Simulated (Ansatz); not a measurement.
## NiGe: an elastic constant from a strain scan

Computed with DFT PBEsol, scalar-relativistic, plane waves, PAW in Ansatz. Settings: plane waves to 420 eV, k-mesh 8×12×8 (Γ-centred), Gaussian smearing 0.15 eV. No spin polarisation. A magnetic state may lie lower. Energies are free energies at this smearing, counted from the undisturbed cell; pressure is positive in compression.

Reference structure (relaxed at this level):

```
CELL_PARAMETERS angstrom
5.31079 0.00000 0.00000
0.00000 3.44002 0.00000
0.00000 0.00000 5.73926
ATOMIC_POSITIONS crystal
Ni 0.99299 0.75000 0.18887
Ni 0.00701 0.25000 0.81113
Ni 0.50701 0.25000 0.68887
Ni 0.49299 0.75000 0.31113
Ge 0.81164 0.75000 0.58840
Ge 0.18836 0.25000 0.41160
Ge 0.68836 0.25000 0.08840
Ge 0.31164 0.75000 0.91160
```

The cell is strained by ε times the Voigt pattern (0, 0, 1, 0, 0, 0) (xx, yy, zz, yz, xz, xy; engineering shear) with fractional coordinates fixed. The cell holds 8 atoms in V0 = 104.85 Å³. The stress column is τ = (1/V0) dE/dε, got from the stress tensor σ (compression positive) at each point as −det(1 + εP) σ : P(1 + εP)⁻¹, with P the pattern as a tensor.

| ε | ΔE (meV/atom) | τ (GPa) |
| --- | --- | --- |
| -0.0400 | 17.100 | -11.016 |
| -0.0300 | 9.342 | -7.983 |
| -0.0200 | 3.996 | -5.117 |
| -0.0100 | 0.928 | -2.416 |
| 0.0000 | 0.000 | 0.117 |
| 0.0100 | 1.077 | 2.484 |
| 0.0200 | 4.021 | 4.688 |
| 0.0300 | 8.705 | 6.737 |
| 0.0350 | 11.661 | 7.706 |
| 0.0400 | ? | ? |

Task: Which combination of elastic constants does this scan measure, and how large is it?

Result: For small ε, τ = τ0 + Kε with K = pᵀCp, which for this pattern is C33 in the Cartesian frame shown. The parabola through τ at ε = -0.0100, 0 and 0.0100 has slope K = 245 GPa at zero. The energies per cell, E = NΔE, of the same two points give K = 2[E(ε₊)/ε₊ − E(ε₋)/ε₋]/[(ε₊ − ε₋)V0] = 245 GPa, in agreement. These are clamped-ion values.

Task: Predict the withheld row at ε = 0.0400 from the harmonic law, and compare.

Result: ΔE = V0(τ0 ε + Kε²/2)/N = 16.415 meV/atom and τ = 9.92 GPa. The calculation gives 15.006 meV/atom and 8.64 GPa: the energy lies 9 % below the harmonic value, as bonds soften when stretched.

Forces appear on the atoms along this scan, and letting them relax would lower the energy and soften the response. In a metal these slopes depend on the k mesh and the smearing.